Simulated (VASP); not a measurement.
# Sb2Pt (Pa-3) in VASP: single point with PBE

Aim: the single point of Sb2Pt with PBE.

Everything below comes from runs of VASP 6.6.1. Logs are shortened: lines on timing, memory, paths and dates and some standing lists are left out, and cuts for length are marked.

**Experimental background.**

A printed reference work, data compilation reports, for a bulk crystal of Sb2Pt: band gap 0.11 eV.

The results are compared with them further down.

## 1. The crystal as given

Symmetry: Pa-3, No. 205, cubic system. Conventional cell: a = 6.553 Å, b = 6.553 Å, c = 6.553 Å, α = 90.00°, β = 90.00°, γ = 90.00°. Sb (site symmetry 3) is surrounded by 3 Pt at 2.72 Å and 1 Sb at 2.84 Å. Pt (site symmetry -3) has 6 Sb at 2.72 Å as nearest neighbours.

The cell is a database's computed one.

## 2. Single point, PBE

File INCAR:

```
SYSTEM = Sb2Pt
ALGO = Fast
EDIFF = 1E-6
ENCUT = 520
GGA = PE
ISIF = 2
ISMEAR = 0
LASPH = .TRUE.
LCHARG = .FALSE.
LREAL = .FALSE.
LWAVE = .FALSE.
NBANDS = 52
NELM = 100
PREC = Accurate
SIGMA = 0.1
```

File KPOINTS:

```
k-points
0
G
  6 6 6
  0 0 0
```

File POSCAR:

```
Sb2Pt
1.0
    6.5534572628      0.0000000000      0.0000000000
    0.0000000000      6.5534572628      0.0000000000
    0.0000000000      0.0000000000      6.5534572628
Sb Pt
8 4
Direct
    0.3748980369      0.1251019631      0.8748980369
    0.1251019631      0.8748980369      0.3748980369
    0.8748980369      0.3748980369      0.1251019631
    0.6251019631      0.6251019631      0.6251019631
    0.3748980369      0.3748980369      0.3748980369
    0.1251019631      0.6251019631      0.8748980369
    0.8748980369      0.1251019631      0.6251019631
    0.6251019631      0.8748980369      0.1251019631
    0.0000000000      0.5000000000      0.5000000000
    0.5000000000      0.5000000000      0.0000000000
    0.5000000000      0.0000000000      0.5000000000
    0.0000000000      0.0000000000      0.0000000000
```

Potentials or basis: VASP PAW PBE potentials, release 64 (Sb, Pt).

Run with:

```console
$ cat potpaw_PBE.64/Sb/POTCAR potpaw_PBE.64/Pt/POTCAR > POTCAR
$ mpirun -np 1 vasp_std > vasp.out
```

OUTCAR:

```text
SYSTEM = Sb2Pt
   EDIFF = 1E-6
   ENCUT = 520
   GGA = PE
   ISIF = 2
   ISMEAR = 0
   LASPH = .TRUE.
   LREAL = .FALSE.
   NELM = 100
   PREC = Accurate

 ion  position               nearest neighbor table
   1  0.375  0.125  0.875-  10 2.72  11 2.72  12 2.72   8 2.84   6 3.66   7 3.66   5 3.66   5 3.66
                             6 3.66   7 3.66
   2  0.125  0.875  0.375-   9 2.72  11 2.72  12 2.72   7 2.84   6 3.66   5 3.66   8 3.66   6 3.66
                             5 3.66   8 3.66
   3  0.875  0.375  0.125-   9 2.72  10 2.72  12 2.72   6 2.84   5 3.66   7 3.66   8 3.66   7 3.66
                             8 3.66   5 3.66
   4  0.625  0.625  0.625-   9 2.72  10 2.72  11 2.72   5 2.84   6 3.66   7 3.66   8 3.66   8 3.66
                             7 3.66   6 3.66
   5  0.375  0.375  0.375-   9 2.72  10 2.72  11 2.72   4 2.84   2 3.66   3 3.66   1 3.66   1 3.66
                             2 3.66   3 3.66
   6  0.125  0.625  0.875-   9 2.72  10 2.72  12 2.72   3 2.84   2 3.66   1 3.66   4 3.66   2 3.66
                             1 3.66   4 3.66
   7  0.875  0.125  0.625-   9 2.72  11 2.72  12 2.72   2 2.84   1 3.66   3 3.66   4 3.66   3 3.66
                             4 3.66   1 3.66
   8  0.625  0.875  0.125-  10 2.72  11 2.72  12 2.72   1 2.84   2 3.66   3 3.66   4 3.66   4 3.66
                             3 3.66   2 3.66
   9  0.000  0.500  0.500-   2 2.72   3 2.72   4 2.72   5 2.72   6 2.72   7 2.72
  10  0.500  0.500  0.000-   1 2.72   3 2.72   4 2.72   5 2.72   6 2.72   8 2.72
  11  0.500  0.000  0.500-   1 2.72   2 2.72   4 2.72   5 2.72   7 2.72   8 2.72
  12  0.000  0.000  0.000-   1 2.72   2 2.72   3 2.72   6 2.72   7 2.72   8 2.72

  LATTYP: Found a simple cubic cell.
 ALAT       =     6.5534572628

  Lattice vectors:

 A1 = (   6.5534572628,   0.0000000000,   0.0000000000)
 A2 = (   0.0000000000,   6.5534572628,   0.0000000000)
 A3 = (   0.0000000000,   0.0000000000,   6.5534572628)

Analysis of symmetry for initial positions (statically):
=====================================================================
 Subroutine PRICEL returns:
 Original cell was already a primitive cell.

 Routine SETGRP: Setting up the symmetry group for a
 simple cubic supercell.

 Subroutine GETGRP returns: Found 24 space group operations
 (whereof  6 operations were pure point group operations)
 out of a pool of 48 trial point group operations.

The static configuration has the point symmetry S_6 .
 The point group associated with its full space group is T_h .

Analysis of symmetry for dynamics (positions and initial velocities):
=====================================================================
 Subroutine PRICEL returns:
 Original cell was already a primitive cell.

 Routine SETGRP: Setting up the symmetry group for a
 simple cubic supercell.

 Subroutine GETGRP returns: Found 24 space group operations
 (whereof  6 operations were pure point group operations)
 out of a pool of 48 trial point group operations.

The dynamic configuration has the point symmetry S_6 .
 The point group associated with its full space group is T_h .

 Subroutine INISYM returns: Found 24 space group operations
 (whereof  6 operations are pure point group operations),
 and found     1 'primitive' translations

----------------------------------------------------------------------------------------

                                     Primitive cell

  volume of cell :     281.4566

  direct lattice vectors                    reciprocal lattice vectors
     6.553457263  0.000000000  0.000000000     0.152591214  0.000000000  0.000000000
     0.000000000  6.553457263  0.000000000     0.000000000  0.152591214  0.000000000
     0.000000000  0.000000000  6.553457263     0.000000000  0.000000000  0.152591214

  length of vectors
     6.553457263  6.553457263  6.553457263     0.152591214  0.152591214  0.152591214

  position of ions in fractional coordinates (direct lattice)
     0.374898037  0.125101963  0.874898037
     0.125101963  0.874898037  0.374898037
     0.874898037  0.374898037  0.125101963
     0.625101963  0.625101963  0.625101963
[... 27 lines left out ...]

Automatic generation of k-mesh.
 Grid dimensions read from file:
 generate k-points for:    6    6    6

 Generating k-lattice:

  Cartesian coordinates                     Fractional coordinates (reciprocal lattice)
     0.025431869  0.000000000  0.000000000     0.166666667  0.000000000  0.000000000
     0.000000000  0.025431869  0.000000000     0.000000000  0.166666667  0.000000000
     0.000000000  0.000000000  0.025431869     0.000000000  0.000000000  0.166666667

  Length of vectors
     0.025431869  0.025431869  0.025431869

  Shift w.r.t. Gamma in fractional coordinates (k-lattice)
     0.000000000  0.000000000  0.000000000

 Subroutine IBZKPT returns following result:
 ===========================================

 Found     24 irreducible k-points:

 Following reciprocal coordinates:
            Coordinates               Weight
  0.000000  0.000000  0.000000      1.000000
  0.166667  0.000000  0.000000      6.000000
  0.333333  0.000000  0.000000      6.000000
  0.500000  0.000000  0.000000      3.000000
  0.166667  0.166667  0.000000     12.000000
  0.333333  0.166667  0.000000     12.000000
[... 16 lines left out ...]
  0.500000  0.500000  0.333333      6.000000
  0.500000  0.500000  0.500000      1.000000
   k-points           NKPTS =     24   k-points in BZ     NKDIM =     24   number of bands    NBANDS=     52
   number of dos      NEDOS =    301   number of ions     NIONS =     12
   total plane-waves  NPLWV = 125000
   dimension x,y,z NGX =    50 NGY =   50 NGZ =   50
   dimension x,y,z NGXF=   100 NGYF=  100 NGZF=  100
   ions per type =               8   4
   NGX,Y,Z   is equivalent  to a cutoff of  12.68, 12.68, 12.68 a.u.
   NGXF,Y,Z  is equivalent  to a cutoff of  25.37, 25.37, 25.37 a.u.
 SYSTEM =  Sb2Pt
   PREC   = accura    normal or accurate (medium, high low for compatibility)
   ISTART =      0    job   : 0-new  1-cont  2-samecut
   ICHARG =      2    charge: 1-file 2-atom 10-const
   ISPIN  =      1    spin polarized calculation?
   LNONCOLLINEAR =      F non collinear calculations
   LSORBIT =      F    spin-orbit coupling
   LASPH  =      T    aspherical Exc in radial PAW
   ENCUT  =  520.0 eV  38.22 Ry    6.18 a.u.  12.19 12.19 12.19*2*pi/ulx,y,z
   NELM   =    100;   NELMIN=  2; NELMDL= -5     # of ELM steps
   EDIFF  = 0.1E-05   stopping-criterion for ELM
   LREAL  =      F    real-space projection
   EDIFFG = 0.1E-04   stopping-criterion for IOM
   NSW    =      0    number of steps for IOM
   IBRION =     -1    ionic relax: 0-MD 1-quasi-New 2-CG
   NFREE  =      0    steps in history (QN), initial steepest desc. (CG)
   ISIF   =      2    stress and relaxation
   ISYM   =      2    0-nonsym 1-usesym 2-fastsym
   POTIM  = 0.5000    time-step for ionic-motion
   TEBEG  =    0.0;   TEEND  =   0.0 temperature during run
   PSTRESS=    0.0 pullay stress
   NELECT =      80.0000    total number of electrons
   NUPDOWN=      -1.0000    fix difference up-down
   EMIN   =  10.00;   EMAX   =-10.00  energy-range for DOS
   EFERMI =   0.00;   METHOD = LEGACY
   ISMEAR =     0;   SIGMA  =   0.10  broadening in eV -4-tet -1-fermi 0-gaus
   EFERMI_NEDOS =   21; number of points for ismear=-14 and -15
   IALGO  =     68    algorithm
   IMIX   =      4    mixing-type and parameters
     AMIX     =   0.40;   BMIX     =  1.00
     AMIX_MAG =   1.60;   BMIX_MAG =  1.00
  volume/ion in A,a.u.               =      23.45       158.28
  Fermi-wavevector in a.u.,A,eV,Ry     =   1.076385  2.034073 15.763777  1.158605
  Thomas-Fermi vector in A             =   2.212268
   LORBIT       =      0    0 simple, 1 ext, 2 COOP (PROOUT), +10 PAW based schemes
   GGA     = PE    functional components
   LHFCALC =     F    Hartree Fock is set to
   AEXX    =    0.0000 exact exchange contribution
   IVDW    =     0    specifies the selected vdW correction
   LEPSILON=     F    determine dielectric tensor
   LRPA    =     F    only Hartree local field effects (RPA)
 non-spin polarized calculation
 RMM-DIIS sequential band-by-band and
 Gauss-broadening in eV      SIGMA  =   0.10
  energy-cutoff  :      520.00
  volume of cell :      281.46
 maximum number of plane-waves:      7624
 NGX is ok and might be reduce to    50
   NGX = 25   NGY = 25   NGZ = 25

 number of electron      80.0000001 magnetization

 Free energy of the ion-electron system (eV)
  ---------------------------------------------------
  ext. energy  EPLUGINS =         0.00000000
  ---------------------------------------------------
  free energy    TOTEN  =       -63.22619854 eV

  energy without entropy =      -63.21787532  energy(sigma->0) =      -63.22203693

 E-fermi :   8.6196     XC(G=0): -10.7244

 val. band max:        8.6073526653   @ k =   0.1667   0.0000   0.0000
 cond. band min:       8.6352722253   @ k =   0.3333   0.3333   0.0000
 fundamental gap:      0.0279195600
 Fermi energy:         8.6196470911

 k-point     1 :       0.0000    0.0000    0.0000
  band No.  band energies     occupation
      1      -3.7608      2.00000
      2      -1.6239      2.00000
      3      -1.6239      2.00000
      4      -1.6239      2.00000
      5      -0.2155      2.00000
      6      -0.2155      2.00000
[... 1309 lines left out ...]
     51      11.2623      0.00000
     52      11.2623      0.00000

------------------------ aborting loop because EDIFF is reached ----------------------------------------

  FORCE on cell =-STRESS in cart. coord.  units (eV):
  Direction    XX          YY          ZZ          XY          YZ          ZX
  --------------------------------------------------------------------------------------
  -------------------------------------------------------------------------------------
  Total       -0.5446689     -0.5446689     -0.5446689     -0.0000000     -0.0000000      0.0000000
  in kB       -3.1005003     -3.1005003     -3.1005003     -0.0000000     -0.0000000      0.0000000
  external PRESSURE =      -3.1005003 kB  Pullay stress =       0.0000000 kB

 VOLUME and BASIS-vectors are now :
 -----------------------------------------------------------------------------
  energy-cutoff  :      520.00
  volume of cell :      281.46
      direct lattice vectors                 reciprocal lattice vectors
     6.553457263  0.000000000  0.000000000     0.152591214  0.000000000  0.000000000
     0.000000000  6.553457263  0.000000000     0.000000000  0.152591214  0.000000000
     0.000000000  0.000000000  6.553457263     0.000000000  0.000000000  0.152591214

 POSITION                                       TOTAL-FORCE (eV/Angst)
 -----------------------------------------------------------------------------------
      2.45688      0.81985      5.73361        -0.012801      0.012801     -0.012801
      0.81985      5.73361      2.45688         0.012801     -0.012801     -0.012801
      5.73361      2.45688      0.81985        -0.012801     -0.012801      0.012801
      4.09658      4.09658      4.09658         0.012801      0.012801      0.012801
      2.45688      2.45688      2.45688        -0.012801     -0.012801     -0.012801
      0.81985      4.09658      5.73361         0.012801      0.012801     -0.012801
      5.73361      0.81985      4.09658        -0.012801      0.012801      0.012801
      4.09658      5.73361      0.81985         0.012801     -0.012801      0.012801
      0.00000      3.27673      3.27673         0.000000     -0.000000     -0.000000
      3.27673      3.27673      0.00000         0.000000     -0.000000     -0.000000
      3.27673      0.00000      3.27673         0.000000     -0.000000     -0.000000
      0.00000      0.00000      0.00000         0.000000     -0.000000     -0.000000
 -----------------------------------------------------------------------------------
    total drift:                               -0.000000      0.000000      0.000000

  FREE ENERGIE OF THE ION-ELECTRON SYSTEM (eV)
  ---------------------------------------------------
  free  energy   TOTEN  =       -63.2261985361 eV

  energy  without entropy=      -63.2178753165  energy(sigma->0) =      -63.22203693
```

It took 4.6 min on 1 thread of Intel Xeon Platinum 8488C (Sapphire Rapids), shared host; peak memory 0.51 GiB.

Results:

- Free energy: -63.2262 eV
- Pressure: -0.3 GPa
- Largest force: 0.022 eV/Å
- Band gap on the k mesh: none (metal or under the smearing width)

Forces in eV/Å, atoms in the order of the input:
```
Sb  -0.013  0.013 -0.013
Sb   0.013 -0.013 -0.013
Sb  -0.013 -0.013  0.013
Sb   0.013  0.013  0.013
Sb  -0.013 -0.013 -0.013
Sb   0.013  0.013 -0.013
Sb  -0.013  0.013  0.013
Sb   0.013 -0.013  0.013
Pt   0.000  0.000  0.000
Pt   0.000  0.000  0.000
Pt   0.000  0.000  0.000
Pt   0.000  0.000  0.000
```

## 3. Comparison with measurements

Step 2. Against the measured gap of Sb2Pt, 0.11 eV (a printed reference work, data compilation), the calculated 0.00 eV is off by -0.11 eV. Spin-orbit coupling on Pt, Sb is left out. The value is that of PBE on a finite k mesh, which can miss the band edges, without temperature or zero-point motion. Semilocal functionals fall short of measured gaps as a rule. The cell is a database's relaxed one, not the measured one, which moves gaps too.
